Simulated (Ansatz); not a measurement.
(111) slab cut from the bulk of ZrN, 15 Å of vacuum:

```
CELL_PARAMETERS angstrom
3.24891 0.00000 0.00000
-1.62445 2.81364 0.00000
0.00000 0.00000 28.26362
ATOMIC_POSITIONS crystal
N 0.33333 0.66667 0.26536
Zr 0.66667 0.33333 0.31229
N 0.00000 0.00000 0.35922
Zr 0.33333 0.66667 0.40614
N 0.66667 0.33333 0.45307
Zr 0.00000 0.00000 0.50000
N 0.33333 0.66667 0.54693
Zr 0.66667 0.33333 0.59386
N 0.00000 0.00000 0.64078
Zr 0.33333 0.66667 0.68771
N 0.66667 0.33333 0.73464
```

Computed with Ansatz 0.2.0, DFT PBE, scalar-relativistic, plane waves, PAW. Cutoff 420 eV; k points 12×12×1 on the computed 11-atom cell (Γ-centred); Gaussian smearing, width 0.10 eV; no spin polarisation. A dipole correction removes the field between periodic images along c.

This base run converges in 11 iterations with a largest force of 6.314 eV/Å and a work function of 8.08 eV on the top face.

One setting at a time is then changed, some of them on purpose to poor values; changes count from the base run, energies are extrapolated to zero smearing, atoms stay where they are, a change of functional drops any dispersion correction, and risky runs are capped at 50 to 100 iterations. The slab isn't stoichiometric (Zr5N6).

**Question.** What happens with functional PBEsol?

**Answer.** It converges in 9 iterations; Δφ top (eV) +0.04, largest force (eV/Å) 6.107, largest change of a force (eV/Å) 0.223.

**Question.** What happens with vacuum of 3 Å?

**Answer.** It converges in 10 iterations; ΔE (meV/atom) -3.1, Δφ top (eV) -5.63, largest force (eV/Å) 6.236, largest change of a force (eV/Å) 0.080.

**Question.** What happens with n_extra_bands = 1?

**Answer.** It converges in 13 iterations; ΔE (meV/atom) 0.0, Δφ top (eV) 0.00, largest force (eV/Å) 6.313, largest change of a force (eV/Å) 0.000.

**Question.** What happens with k mesh 2×2×1?

**Answer.** It converges in 14 iterations; ΔE (meV/atom) +15.2, Δφ top (eV) -0.16, largest force (eV/Å) 7.299, largest change of a force (eV/Å) 1.292.

**Question.** What happens with at most 2 SCF iterations?

**Answer.** It doesn't converge (2 iterations).

In some of the runs (vacuum 3) charge leaks into the vacuum, so their work functions can be off.

Cost: 9 runs of about 3.3 core-minutes in all, on Intel Xeon Platinum 8375C (Ice Lake) (shared hosts).